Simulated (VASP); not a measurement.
# Rb: drag along a line

Rb, slab, 13 atoms in the cell. PBE, constrained relaxations along a path; PAW potentials Rb_sv (PBE set).

Path: drag along a line, Rb hops from a hollow site to the next hollow site of Rb(100).

## Input

INCAR:
```
SYSTEM = Rb
PREC = Normal
ENCUT = 250
EDIFF = 1E-6
ISMEAR = 1
SIGMA = 0.1
LREAL = .FALSE.
LASPH = .TRUE.
NELM = 100
ALGO = Normal
LWAVE = .FALSE.
LCHARG = .FALSE.
IBRION = 2
NSW = 60
ISIF = 2
EDIFFG = -0.03
POTIM = 0.5
KPAR = 2
```

KPOINTS:
```
k-points
0
Gamma
  2 2 1
```

POSCAR.step1:
```
Rb
1.0
   10.2951485316      0.0000000000      0.0000000000
    0.0000000000     10.2951485316      0.0000000000
    0.0000000000      0.0000000000     22.4497693400
Rb
13
Selective dynamics
Direct
    0.0000000000      0.0000000000      0.2672633250  F F F
    0.5000000000      0.0000000000      0.2672633250  F F F
    0.0000000000      0.5000000000      0.2672633250  F F F
    0.5000000000      0.5000000000      0.2672633250  F F F
    0.2500000000      0.2500000000      0.4293979383  T T T
    0.7500000000      0.2500000000      0.4293979383  T T T
    0.2500000000      0.7500000000      0.4293979383  T T T
    0.7500000000      0.7500000000      0.4293979383  T T T
    0.0000000000      0.0000000000      0.5915325516  T T T
    0.5000000000      0.0000000000      0.5915325516  T T T
    0.0000000000      0.5000000000      0.5915325516  T T T
    0.5000000000      0.5000000000      0.5915325516  T T T
    0.2500000000      0.2500000000      0.6945106940  F T T
```

POSCAR.step2:
```
Rb
1.0
   10.2951485316      0.0000000000      0.0000000000
    0.0000000000     10.2951485316      0.0000000000
    0.0000000000      0.0000000000     22.4497693400
Rb
13
Selective dynamics
Direct
    0.0000000000      0.0000000000      0.2672633250  F F F
    0.5000000000      0.0000000000      0.2672633250  F F F
    0.0000000000      0.5000000000      0.2672633250  F F F
    0.5000000000      0.5000000000      0.2672633250  F F F
    0.2500000000      0.2500000000      0.4293979383  T T T
    0.7500000000      0.2500000000      0.4293979383  T T T
    0.2500000000      0.7500000000      0.4293979383  T T T
    0.7500000000      0.7500000000      0.4293979383  T T T
    0.0000000000      0.0000000000      0.5915325516  T T T
    0.5000000000      0.0000000000      0.5915325516  T T T
    0.0000000000      0.5000000000      0.5915325516  T T T
    0.5000000000      0.5000000000      0.5915325516  T T T
    0.1500000000      0.2500000000      0.6945106940  F T T
```

POSCAR.step3:
```
Rb
1.0
   10.2951485316      0.0000000000      0.0000000000
    0.0000000000     10.2951485316      0.0000000000
    0.0000000000      0.0000000000     22.4497693400
Rb
13
Selective dynamics
Direct
    0.0000000000      0.0000000000      0.2672633250  F F F
    0.5000000000      0.0000000000      0.2672633250  F F F
    0.0000000000      0.5000000000      0.2672633250  F F F
    0.5000000000      0.5000000000      0.2672633250  F F F
    0.2500000000      0.2500000000      0.4293979383  T T T
    0.7500000000      0.2500000000      0.4293979383  T T T
    0.2500000000      0.7500000000      0.4293979383  T T T
    0.7500000000      0.7500000000      0.4293979383  T T T
    0.0000000000      0.0000000000      0.5915325516  T T T
    0.5000000000      0.0000000000      0.5915325516  T T T
    0.0000000000      0.5000000000      0.5915325516  T T T
    0.5000000000      0.5000000000      0.5915325516  T T T
    0.0750000000      0.2500000000      0.6945106940  F T T
```

POSCAR.step4:
```
Rb
1.0
   10.2951485316      0.0000000000      0.0000000000
    0.0000000000     10.2951485316      0.0000000000
    0.0000000000      0.0000000000     22.4497693400
Rb
13
Selective dynamics
Direct
    0.0000000000      0.0000000000      0.2672633250  F F F
    0.5000000000      0.0000000000      0.2672633250  F F F
    0.0000000000      0.5000000000      0.2672633250  F F F
    0.5000000000      0.5000000000      0.2672633250  F F F
    0.2500000000      0.2500000000      0.4293979383  T T T
    0.7500000000      0.2500000000      0.4293979383  T T T
    0.2500000000      0.7500000000      0.4293979383  T T T
    0.7500000000      0.7500000000      0.4293979383  T T T
    0.0000000000      0.0000000000      0.5915325516  T T T
    0.5000000000      0.0000000000      0.5915325516  T T T
    0.0000000000      0.5000000000      0.5915325516  T T T
    0.5000000000      0.5000000000      0.5915325516  T T T
    0.0000000000      0.2500000000      0.6945106940  F T T
```

POSCAR.step5:
```
Rb
1.0
   10.2951485316      0.0000000000      0.0000000000
    0.0000000000     10.2951485316      0.0000000000
    0.0000000000      0.0000000000     22.4497693400
Rb
13
Selective dynamics
Direct
    0.0000000000      0.0000000000      0.2672633250  F F F
    0.5000000000      0.0000000000      0.2672633250  F F F
    0.0000000000      0.5000000000      0.2672633250  F F F
    0.5000000000      0.5000000000      0.2672633250  F F F
    0.2500000000      0.2500000000      0.4293979383  T T T
    0.7500000000      0.2500000000      0.4293979383  T T T
    0.2500000000      0.7500000000      0.4293979383  T T T
    0.7500000000      0.7500000000      0.4293979383  T T T
    0.0000000000      0.0000000000      0.5915325516  T T T
    0.5000000000      0.0000000000      0.5915325516  T T T
    0.0000000000      0.5000000000      0.5915325516  T T T
    0.5000000000      0.5000000000      0.5915325516  T T T
   -0.0750000000      0.2500000000      0.6945106940  F T T
```

POSCAR.step6:
```
Rb
1.0
   10.2951485316      0.0000000000      0.0000000000
    0.0000000000     10.2951485316      0.0000000000
    0.0000000000      0.0000000000     22.4497693400
Rb
13
Selective dynamics
Direct
    0.0000000000      0.0000000000      0.2672633250  F F F
    0.5000000000      0.0000000000      0.2672633250  F F F
    0.0000000000      0.5000000000      0.2672633250  F F F
    0.5000000000      0.5000000000      0.2672633250  F F F
    0.2500000000      0.2500000000      0.4293979383  T T T
    0.7500000000      0.2500000000      0.4293979383  T T T
    0.2500000000      0.7500000000      0.4293979383  T T T
    0.7500000000      0.7500000000      0.4293979383  T T T
    0.0000000000      0.0000000000      0.5915325516  T T T
    0.5000000000      0.0000000000      0.5915325516  T T T
    0.0000000000      0.5000000000      0.5915325516  T T T
    0.5000000000      0.5000000000      0.5915325516  T T T
   -0.1500000000      0.2500000000      0.6945106940  F T T
```

POSCAR.step7:
```
Rb
1.0
   10.2951485316      0.0000000000      0.0000000000
    0.0000000000     10.2951485316      0.0000000000
    0.0000000000      0.0000000000     22.4497693400
Rb
13
Selective dynamics
Direct
    0.0000000000      0.0000000000      0.2672633250  F F F
    0.5000000000      0.0000000000      0.2672633250  F F F
    0.0000000000      0.5000000000      0.2672633250  F F F
    0.5000000000      0.5000000000      0.2672633250  F F F
    0.2500000000      0.2500000000      0.4293979383  T T T
    0.7500000000      0.2500000000      0.4293979383  T T T
    0.2500000000      0.7500000000      0.4293979383  T T T
    0.7500000000      0.7500000000      0.4293979383  T T T
    0.0000000000      0.0000000000      0.5915325516  T T T
    0.5000000000      0.0000000000      0.5915325516  T T T
    0.0000000000      0.5000000000      0.5915325516  T T T
    0.5000000000      0.5000000000      0.5915325516  T T T
   -0.2500000000      0.2500000000      0.6945106940  F T T
```

Commands (each step's output is kept before the next begins):
```
cat potpaw_PBE.64/Rb_sv/POTCAR > POTCAR
cp POSCAR.step1 POSCAR
mpirun -np 8 vasp_std > vasp.out
cp POSCAR.step2 POSCAR
mpirun -np 8 vasp_std > vasp.out
cp POSCAR.step3 POSCAR
mpirun -np 8 vasp_std > vasp.out
cp POSCAR.step4 POSCAR
mpirun -np 8 vasp_std > vasp.out
cp POSCAR.step5 POSCAR
mpirun -np 8 vasp_std > vasp.out
cp POSCAR.step6 POSCAR
mpirun -np 8 vasp_std > vasp.out
cp POSCAR.step7 POSCAR
mpirun -np 8 vasp_std > vasp.out
```

## Result

- Barrier (eV): 0.103
- Ionic steps, all stages: 83
- Electronic steps, all stages: 960

Energy along the pull:

| Share of the way | Energy above the start (eV) |
|---|---|
| 0 | 0.000 |
| 0.2 | 0.034 |
| 0.35 | 0.080 |
| 0.5 | 0.103 |
| 0.65 | 0.080 |
| 0.8 | 0.034 |
| 1 | 0.000 |

The slab is face-centred cubic Rb(100), which isn't the element's stable structure, in-plane cell 10.30 × 10.30 Å, with 2 × 2 k points.

Limits: the adatom repeats in each 2 x 2 surface cell, and the slab has three layers.

VASP 6.6.1 took 3226 s on 8 cores (Intel Xeon Platinum 8259CL @ 2.50GHz (Skylake/Cascade Lake)), a shared host.
